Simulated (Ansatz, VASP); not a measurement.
**KMgF3: VASP beside Ansatz**

INCAR

```
PREC = Accurate
ENCUT = 520
EDIFF = 1E-6
ISMEAR = 0
SIGMA = 0.1
LREAL = F
LASPH = T
NELM = 60
ALGO = Normal
ISIF = 2
LWAVE = F
LCHARG = F
GGA = PS
NBANDS = 24
```

The input KPOINTS:

```
Automatic mesh
0
Gamma
  4 4 4
```

File POSCAR:

```
KMgF3
1.0
    3.9859000000      0.0000000000      0.0000000000
    0.0000000000      3.9859000000      0.0000000000
    0.0000000000      0.0000000000      3.9859000000
K Mg F
1 1 3
Direct
    0.5000000000      0.5000000000      0.5000000000
    0.0000000000      0.0000000000      0.0000000000
    0.5000000000      0.0000000000      0.0000000000
    0.0000000000      0.5000000000      0.0000000000
    0.0000000000      0.0000000000      0.5000000000
```

Input for Ansatz:

```yaml
crystal:
  lattice:
    - [3.9859, 0.0, 0.0]
    - [0.0, 3.9859, 0.0]
    - [0.0, 0.0, 3.9859]
  atoms:
    - { symbol: K, position: [0.5, 0.5, 0.5] }
    - { symbol: Mg, position: [0.0, 0.0, 0.0] }
    - { symbol: F, position: [0.5, 0.0, 0.0] }
    - { symbol: F, position: [0.0, 0.5, 0.0] }
    - { symbol: F, position: [0.0, 0.0, 0.5] }
basis:
  ecutwfc: 420
kpoints:
  mp_grid: { grid: [4, 4, 4] }
hamiltonian:
  xc: pbesol
scf:
  occupations: { method: gaussian, width: 0.1 }
output:
  forces: true
  stress: true
  eigenvalues: true
```

Alike in both runs: task single point; functional PBEsol; k mesh 4 × 4 × 4; occupations gaussian, width 0.1 eV; no spin polarisation.

```csv
,VASP,Ansatz
version,VASP 6.6.1,Ansatz 0.2.0
potentials or method,"VASP PAW PBE potentials, release 64 (K_sv, Mg, F)","scalar-relativistic, plane waves, PAW"
plane-wave cutoff (eV),520,420
valence electrons in the cell,32,40
```

|  | VASP | Ansatz | Ansatz less VASP |
| --- | --- | --- | --- |
| gap on the k mesh at the Fermi level (eV) | 7.12 | 7.15 | +0.024 |
| least direct gap on the mesh (eV) | 7.45 | 7.47 | +0.022 |
| pressure (GPa) | -0.1 | 0.3 | +0.40 |

With one functional, cell and mesh, what is left measures potentials, basis and numerics. The two sets of potentials don't hold the same shells in valence.

Caveats: the PAW data sets were made with another functional, which shifts forces and pressure a little (VASP). A k mesh can miss the band edges.
